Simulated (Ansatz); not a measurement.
An elastic constant from a strain scan in C

Level of theory: Ansatz, DFT LDA, scalar-relativistic, plane waves, PAW. The runs took a 420 eV cutoff, a Γ-centred 14×14×8 mesh and Gaussian smearing (0.05 eV). No spin polarisation. Energies are free energies at this smearing, counted from the undisturbed cell; pressure is positive in compression.

The starting cell (relaxed at this level):

```xyz
2
Lattice="2.1173 -1.2224 -0.0116 2.1173 1.2224 -0.0116 -1.3917 0.0000 3.3373" Properties=species:S:1:pos:R:3 pbc="T T T"
C     3.5288    0.0000   -0.0188
C    -0.6859    0.0000    3.3329
```

The cell holds layers and no dispersion correction was added, so their binding is poorly described.

The cell is strained by ε times the Voigt pattern (0, 0, 0, 0, 0, 1) (xx, yy, zz, yz, xz, xy; engineering shear) with fractional coordinates fixed. The cell holds 2 atoms in V0 = 17.24 Å³. The stress column is τ = (1/V0) dE/dε, got from the stress tensor σ (compression positive) at each point as −det(1 + εP) σ : P(1 + εP)⁻¹, with P the pattern as a tensor.

```
      ε  ΔE (meV/atom)  τ (GPa)
-0.0350         15.695  -16.664
-0.0300         11.536  -14.293
-0.0250          8.011  -11.915
-0.0200          5.129   -9.533
-0.0150          2.884   -7.151
-0.0100          1.288   -4.768
-0.0050          0.325   -2.384
 0.0000          0.000    0.000
 0.0050          0.325    2.384
 0.0100          1.288    4.768
 0.0150          2.884    7.151
 0.0200          5.129    9.533
 0.0250          8.011   11.915
 0.0300         11.536   14.293
 0.0350         15.695   16.664
 0.0400              ?        ?
```

Q: Which combination of elastic constants does this scan measure, and how large is it?

A: For small ε, τ = τ0 + Kε with K = pᵀCp, which for this pattern is C66 in the Cartesian frame shown. The parabola through τ at ε = -0.0050, 0 and 0.0050 has slope K = 477 GPa at zero. The energies per cell, E = NΔE, of the same two points give K = 2[E(ε₊)/ε₊ − E(ε₋)/ε₋]/[(ε₊ − ε₋)V0] = 483 GPa, in agreement. These are clamped-ion values.

Q: Predict the withheld row at ε = 0.0400 from the harmonic law, and compare.

A: ΔE = V0(τ0 ε + Kε²/2)/N = 20.514 meV/atom and τ = 19.07 GPa. The calculation gives 20.495 meV/atom and 19.02 GPa, a miss of 0.1 % of the harmonic energy, so the harmonic law still holds here.

Forces appear on the atoms along this scan, and letting them relax would lower the energy and soften the response.

Cost: 9 runs of about 0.52 core-minutes in all, on Oxide Virtual Turin-like Processor (Zen 5) (shared hosts).